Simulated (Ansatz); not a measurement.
NaBr:
```yaml
crystal:
  lattice:
    - [0.00000, 3.01760, 3.01760]
    - [3.01760, 0.00000, 3.01760]
    - [3.01760, 3.01760, 0.00000]
  atoms:
    - { symbol: Na, position: [0.00000, 0.00000, 0.00000] }
    - { symbol: Br, position: [0.50000, 0.50000, 0.50000] }
```

PBE in the plane-wave PAW code Ansatz gives a gap of 4.07 eV without spin–orbit coupling, maximum at Γ, minimum at Γ.

Problem. What happens when spin–orbit coupling is switched on?

Solution. The gap shrinks by 0.17 eV, to 3.90 eV; maximum at Γ, minimum at Γ.

Problem. How large is the spin–orbit splitting of the valence top at Γ?

Solution. The fourfold level lies 0.52 eV above the split-off pair.

Problem. Give the electron effective mass with spin–orbit coupling.

Solution. 0.32 mₑ (isotropic).

Problem. Give the hole effective mass with spin–orbit coupling, band 1 of 2 at the edge.

Solution. 2.2 along [100], 3.6 along [110], 4.4 along [111] (mₑ).

Problem. Give the hole effective mass with spin–orbit coupling, band 2 of 2 at the edge.

Solution. 0.64 along [100], 0.57 along [110], 0.56 along [111] (mₑ).

Space group Fm-3m (rock salt). The cell was relaxed with PBE under the symmetry of its start; phonons on a q-mesh show no instability.

Potentials: the later of the program's two PAW sets.
